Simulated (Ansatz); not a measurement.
Method: DFT PBE, scalar-relativistic, plane waves, PAW in Ansatz. All cells share a 420 eV cutoff and Γ-centred k meshes spaced at most about 0.3 Å⁻¹ (about 0.25 or finer for metals, 2π included). No spin polarisation.

Temperature and zero-point effects are left out.

Two relaxed structures of Si₂W₃:

A.

Space group P4/mbm (No. 127). a = 6.624 Å, b = 6.624 Å, c = 3.318 Å, α = 90.00°, β = 90.00°, γ = 90.00°
```csv
atom,site,symmetry,x,y,z
Si,4g,m.2m,0.6342,0.1342,0.0000
W,2a,4/m..,0.0000,0.0000,0.0000
W,4h,m.2m,0.1597,0.6597,0.5000
```

B.

Space group R-3m:H (No. 166). a = 2.830 Å, b = 2.830 Å, c = 32.553 Å, α = 90.00°, β = 90.00°, γ = 120.00°
```json
{"atom": "Si", "site": "6c", "symmetry": "3m", "x": "0.3333", "y": "0.6667", "z": "0.0662"}
{"atom": "W", "site": "3a", "symmetry": "-3m", "x": "0.0000", "y": "0.0000", "z": "0.0000"}
{"atom": "W", "site": "6c", "symmetry": "3m", "x": "0.0000", "y": "0.0000", "z": "0.2030"}
```

Task: Which would you expect to be lower, and how large is the difference?

Result: A is lower, by 212 meV/atom. A has space group P4/mbm (No. 127), 14.6 Å³/atom and no gap on its mesh; B has Si and W ordered on fcc sites, space group R-3m (No. 166), 15.1 Å³/atom and no gap. Counting Si atoms around W (those within 1.25 times the shortest such distance or 1.15 times the sum of covalent radii; a slash parts the counts of unlike sites), A has W 4/6 and B has W 3/6. A holds Si–Si pairs (shortest 2.51 Å); in B the shortest Si–Si distance is 2.83 Å, near bonding range too. The denser one is the lower, and pressure would at first widen the difference. Origin: A, reached from a Materials Project cell; B, invented.

These runs have no spin–orbit coupling, which can matter for W. Cells relaxed within their symmetry can be saddle points.
